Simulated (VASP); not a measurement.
Runs of VASP 6.6.1 on Te. It takes space group R-3m (No. 166, trigonal). Conventional cell: a = 4.612 Å, b = 4.612 Å, c = 5.073 Å, α = 90.00°, β = 90.00°, γ = 120.00°. Te (site symmetry -3m) has 6 Te at 3.15 Å as nearest neighbours. This isn't the form of Te at room conditions, which is trigonal, of chains.

```tsv
cell	gap on the mesh (eV)	pressure (GPa)
volume scaled by 0.98	none	3.9
volume scaled by 1.06	none	(a)
as given	none	2.6
volume scaled by 0.94	none	6.9
```

Alike in all rows: task single point; level PBE; potentials or basis VASP PAW PBE potentials, release 64 (Te); no spin polarisation; k mesh 9 × 9 × 9; cutoff (eV) 520; smearing fermi-dirac 0.05 eV.

Problem. Estimate the missing entries.

Solution. (a) -0.6.

A k mesh can miss the band edges, and the runs leave out spin-orbit coupling on Te.

A gap of «none» marks a metal or a gap under the smearing width.
